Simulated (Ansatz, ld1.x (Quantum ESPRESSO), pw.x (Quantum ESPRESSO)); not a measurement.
**Sr (Z = 38): one change to the TM potential, in the atom and in the sc crystal**

```json
{"Element": "strontium", "Generator": "ld1.x (Quantum ESPRESSO) 7.5", "Type": "norm-conserving Troullier–Martins (Kleinman–Bylander form)", "Functional": "PBE", "Relativity": "scalar-relativistic", "Frozen core": "[Kr]", "Valence charge": "2", "Reference configuration": "4d0 5s2 5p0", "Partial waves": "5p (bound, empty): rc 3.65 bohr; 4d (bound, empty): rc 2.90 bohr; 5s (bound): rc 3.85 bohr", "Local potential": "the s channel", "Core correction": "Bessel-smoothed model core, default radius (core density twice the valence density)"}
```

Change: local potential the d channel.

Cutoffs, loose and tight: the cutoffs (Ry, on a coarse ladder) from which the occupation-weighted sum of valence levels, in a spherical-Bessel basis at the reference potential, stays within 10 and 1 mRy of its value at 400 Ry. They do not see the model core or the augmentation charge, which bear on the density cutoff. Test errors are all-electron minus pseudo excitation energies from the reference, over the configurations 4d0 5s1 5p0; 4d0 5s1.5 5p0; 4d0 5s1 5p1; 4d0 5s0 5p2; 4d1 5s0 5p0; 4d1 5s1 5p0; 4d0 5s0 5p1; variants that change the core or the reference have their own tests.

Crystal test: sc Sr in pw.x 7.5, no spin, 9³ k-points, Fermi–Dirac smearing 0.01 Ry, cutoffs set for each file from its atomic test. The reference is all-electron LAPW (Ansatz 0.2.0) with the same functional, mesh and smearing; V0 and B0 come from Birch–Murnaghan fits to the pressures at five volumes. Errors are pseudo minus all-electron; Δ is the rms difference of the E(V) curves that follow from these fits, minima aligned, over ±6 % about the mean V0. Mesh and smearing are coarse, so the numbers serve the comparison and aren't converged zero-temperature values; the lattice is a test structure that the element need not adopt.

All-electron: a0 = 3.874 Å (V0 = 58.16 Å³/atom), B0 = 6.7 GPa.

Q: Does the change bring the crystal closer to the all-electron result?

A: The mean pressure error goes from +0.07 to +1.17 GPa, so the change moves the solid further from the all-electron pressures.

```tsv
quantity	base	changed
outcome (atom)	generated	generated
cutoff, loose (atom)	6 Ry	6 Ry
cutoff, tight (atom)	8 Ry	8 Ry
bound ghosts (atom)	none	s, p
largest test error (meV) (atom)	-61	-61 over the solved tests; 3 of 7 tests not solved or not reliable
cutoffs in pw.x (Ry)	50/200	50/200
a0 (Å)	3.886	–
a0 error (%)	+0.31	–
B0 error (%)	+3.5	–
Δ (meV/atom)	0.8	–
mean pressure error (GPa)	+0.07	+1.17
```

A dash: not determined, or the minimum lies outside the volumes sampled.

Base: The largest radius (3.85 bohr) exceeds half the bond length (3.67 bohr), so the spheres overlap, which is one possible source of error among others. The cutoffs count occupied waves only; the empty 4d level needs 15 Ry at the loose tolerance. Changed file: The largest radius (3.85 bohr) exceeds half the bond length (3.67 bohr), so the spheres overlap, which is one possible source of error among others. This is a poor potential for the solid. Note: ghost states, extra bound levels that the all-electron valence spectrum of the same l lacks: s at -27.7 eV, p at -3.7 eV. A true bound ghost makes a file unfit for plane-wave use. Atomic configuration tests: 3 of 7 tests not solved or not reliable. The cutoffs count occupied waves only; the empty 4d level needs 15 Ry at the loose tolerance. The atomic cutoffs weigh occupied waves only.
